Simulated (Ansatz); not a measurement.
Ta:

```
Ta
1.0
    -1.65128    1.65128    1.65128
     1.65128   -1.65128    1.65128
     1.65128    1.65128   -1.65128
Ta
1
Direct
  0.00000 0.00000 0.00000
```

```yaml
Program: Ansatz 0.2.0
Task: single point
Functional: PBE
Potentials_or_basis: Ansatz PAW
Cutoff: "420 eV (not typed: the program's choice for these potentials)"
k_mesh: 11 × 11 × 11
Occupations: fermi-dirac, width 0.05 eV
Spin: no spin polarisation
```

On this cell: pressure 2.6 GPa; band gap on the k mesh none (metal or under the smearing width).

The same run follows on a disturbed copy (cell strained at random at fixed volume):

```
Ta
1.0
    -1.62073    1.65465    1.62924
     1.69780   -1.62617    1.67783
     1.62244    1.62787   -1.60076
Ta
1
Cartesian
  -0.0498 0.0348 -0.0299
```

Q: What changes?

A: The energy (extrapolated to zero smearing) moves by +14.9 meV/atom; pressure 3.0 GPa; band gap on the k mesh none (metal or under the smearing width).

Stress tensor (GPa, compression positive):
```
 2.41 -0.25 -4.40
-0.25  3.70 -1.49
-4.40 -1.49  2.85
```
